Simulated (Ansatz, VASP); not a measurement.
This is a calculation of HfC for Ansatz 0.2.0. 

File input.yaml:

```yaml
crystal:
  lattice:
    - [0.0, 2.325, 2.325]
    - [2.325, 0.0, 2.325]
    - [2.325, 2.325, 0.0]
  atoms:
    - { symbol: Hf, position: [0.5, 0.5, 0.5] }
    - { symbol: C, position: [0.0, 0.0, 0.0] }
kpoints:
  mp_grid: { grid: [10, 10, 10] }
scf:
  occupations: { method: fermi_dirac, width: 0.05 }
hamiltonian:
  xc: pbesol
  dispersion: d4
  pseudopotentials: { kind: all_electron, lapw: { basis_error: 0.001 } }
output:
  forces: true
  stress: true
relax:
  f_tol: 0.02
  max_steps: 60
  cell: {}
```

Potentials or basis: all-electron LAPW, scalar-relativistic.

The run is started by

```sh
$ ansatz run input.yaml --threads 1 --pin off --max-ram 3072MiB --backend cpu --events-out ev --progress --plain --runs-dir out
```

Problem. Set up the same calculation for VASP 6.6.1. Potentials or basis there: PBE PAW files C, Hf_pv, 600 eV.

Solution. As run (cutoffs and basis follow the program's own potentials, and thresholds, step limits or extra output files can differ):

Contents of INCAR:

```
SYSTEM = HfC
PREC = Accurate
ENCUT = 600
EDIFF = 1E-7
ISMEAR = -1
SIGMA = 0.05
LREAL = .FALSE.
LASPH = .TRUE.
NELM = 100
ALGO = Fast
ISIF = 3
LWAVE = .FALSE.
LCHARG = .FALSE.
GGA = PS
IVDW = 13
IBRION = 2
NSW = 40
EDIFFG = -0.005
```

File KPOINTS:

```
Automatic mesh
0
G
  10 10 10
  0 0 0
```

Contents of POSCAR:

```
HfC
1.0
    0.0000000000      2.3250000000      2.3250000000
    2.3250000000      0.0000000000      2.3250000000
    2.3250000000      2.3250000000      0.0000000000
Hf C
1 1
Direct
    0.5000000000      0.5000000000      0.5000000000
    0.0000000000      0.0000000000      0.0000000000
```

Potentials or basis: VASP PAW PBE potentials, release 64 (Hf_pv, C).

Command:

```sh
$ cat potpaw_PBE.64/Hf_pv/POTCAR potpaw_PBE.64/C/POTCAR > POTCAR
$ mpirun -np 1 vasp_std > vasp.out
```

Both were run:

|  | Ansatz | VASP |
| --- | --- | --- |
| Relaxed volume | 12.13 Å³/atom | 12.11 Å³/atom |
| Relaxed cell | a = 3.249 Å, b = 3.249 Å, c = 3.249 Å, α = 60.00°, β = 60.00°, γ = 60.00° | a = 3.247 Å, b = 3.247 Å, c = 3.247 Å, α = 60.00°, β = 60.00°, γ = 60.00° |
| Space group after relaxing | Fm-3m (No. 225) | Fm-3m (No. 225) |
| Pressure after relaxing | 0.0 GPa | 0.0 GPa |

VASP's potentials were made for PBE.

Where Ansatz's input types no cutoff or centring, it takes its own default and a Γ-centred mesh.

Pressure is positive in compression.
